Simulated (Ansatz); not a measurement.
Here is an Ansatz 0.2.0 calculation.

The input input.yaml:

```yaml
crystal:
  lattice:
    - [3.43321, 0.0, 0.0]
    - [-1.7166, 2.97324, 0.0]
    - [0.0, 0.0, 3.96982]
  atoms:
    - { symbol: Hf, position: [0.0, 0.0, 0.5] }
    - { symbol: "N", position: [0.0, 0.0, 0.0] }
hamiltonian:
  xc: { exchange: pbe, correlation: pbe, exx: { coeff: 0.2, omega: 0.2 } }
  pseudopotentials: { kind: paw }
kpoints:
  mp_grid: { grid: [5, 5, 4] }
scf:
  occupations: { method: fermi_dirac, width: 0.05 }
output:
  forces: true
  stress: true
  eigenvalues: true
```

Potentials or basis: Ansatz PAW.

Command:

```sh
$ ansatz run input.yaml --threads 2 --pin off --max-ram 5632MiB --backend cpu --events-out ev --progress --plain --runs-dir out
```

**Question.** Estimate the band gap on the k mesh.

**Answer.** None (metal or under the smearing width).

**Question.** Predict the pressure.

**Answer.** -1.2 GPa.

Stress tensor (GPa, compression positive):
```
 2.64  0.00  0.00
 0.00  2.64  0.00
 0.00  0.00 -8.87
```

Caveat: the k mesh is coarse (spacing up to 0.42 Å⁻¹), so the values aren't converged, least of all with exact exchange; the PAW data sets come from PBE, with cores solved anew for the run's functional, which leaves a small shift of forces and pressure; the thresholds are loose for stress. Spin-orbit coupling is left out, which matters for the levels of Hf.
